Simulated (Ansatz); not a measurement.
## LiF: pressure and energy less free atoms against volume scale

Results calculated with Ansatz 0.2.0, not measured. Periodic Kohn-Sham DFT of a crystal at fixed atoms, scaled to volume_scale times the given cell; pressure positive in compression, energy less spherical unpolarised free atoms, largest_vzz the field gradient of largest size among the nuclei.

The cell before it is scaled or strained (space group Fm-3m, No. 225):
```
cell vectors (Å)
   0.0000     2.0140     2.0140
   2.0140     0.0000     2.0140
   2.0140     2.0140     0.0000
atoms (fractions of the cell vectors)
Li  0.00000  0.00000  0.00000
F   0.50000  0.50000  0.50000
```

Settings of every row: method all-electron LAPW; functional PBE; relativity scalar; k mesh 10x10x10; filling fermi-dirac; smearing width 0.03 eV; basis error target 1 meV/atom; nucleus gaussian.

Atom start moment: 0 on all atoms.

| row | volume scale | V (Å³/atom) | pressure (GPa) | energy less free atoms (eV/atom) |
| --- | --- | --- | --- | --- |
| 1 | 0.94 | 7.679 | 7.299 | -4.7968 |
| 2 | 0.95 | 7.761 | 6.303 | -4.8002 |
| 3 | 0.96 | 7.842 | 5.356 | -4.8032 |
| 4 | 0.98 | 8.006 | 3.601 | -4.8078 |
| 5 | 0.99 | 8.087 | 2.789 | -4.8094 |
| 6 | 1 | 8.169 | 2.017 | -4.8106 |
| 7 | 1.01 | 8.251 | 1.282 | -4.8115 |
| 8 | 1.02 | 8.333 | 0.584 | -4.8119 |
| 9 | 1.04 | 8.496 | ? | ? |
| 10 | 1.05 | 8.578 | -1.311 | -4.8113 |
| 11 | 1.06 | 8.659 | -1.882 | -4.8105 |

Question: what pressure and energy less free atoms should row 9 give?

Worked fit of pressure. Take u = (V_r/V)^(2/3) − 1 with V_r = 8.128 Å³ an atom, which is twice the finite (Eulerian) strain; such expansions in the strain, on which the Birch-Murnaghan equation of state is built, carry the rest volume and the bulk modulus. The shown rows have u = 0.03861, 0.03128, 0.02417, 0.01013, 0.00338, -0.00335, -0.00996, -0.01647, -0.03529, -0.04131. Least squares give pressure = 2.4011 + 115.546 × u + 290.71 × u² GPa; a straight line predicts inner rows, each left out in turn, worse (root mean square 0.17 against 0.006 GPa). The rows lie off it by 0.003, 0.003, -0.008, 0.000, -0.006, 0.000, 0.003, 0.007, 0.003, -0.006 (root mean square 0.0047 GPa). The pressure vanishes at u = -0.0220, or V = 8.404 Å³ an atom, and there the bulk modulus at fixed shape and fractions is B = −V dP/dV = (2/3)(1 + u) dP/du = 67 GPa. The withheld row has u = -0.02909, so the fit gives 2.4011 + 115.546 × (-0.02909) + 290.71 × (-0.02909)² = -0.714 GPa.

The calculation gave -0.711 GPa. The fit lies 0.003 GPa (0.033 % of the column's range) below it; its largest miss of a shown row is 0.008 GPa.

Worked fit of energy less free atoms. Take u = (V_r/V)^(2/3) − 1 with V_r = 8.128 Å³ an atom, which is twice the finite (Eulerian) strain; such expansions in the strain, on which the Birch-Murnaghan equation of state is built, carry the rest volume and the bulk modulus. The shown rows have u = 0.03861, 0.03128, 0.02417, 0.01013, 0.00338, -0.00335, -0.00996, -0.01647, -0.03529, -0.04131. Least squares give energy less free atoms = −4.81006 + 0.1829 × u + 4.174 × u² eV/atom; a straight line predicts inner rows, each left out in turn, worse (root mean square 0.0025 against 3.8e-05 eV/atom). The rows lie off it by 0.0000, 0.0001, 0.0000, 0.0000, 0.0000, 0.0000, 0.0000, 0.0000, 0.0000, 0.0000. Its lowest point lies at u = -0.0219, or V = 8.403 Å³ an atom, and the curvature there gives the bulk modulus at fixed shape and fractions, B = (4/9)(1 + u)² E″(u)/V = 67.7 GPa. The withheld row has u = -0.02909, so the fit gives −4.81006 + 0.1829 × (-0.02909) + 4.174 × (-0.02909)² = -4.8118 eV/atom.

The calculation gave -4.8119 eV/atom. The fit lies 0.0001 eV/atom (0.66 % of the column's range) above it, one unit of the last digit.
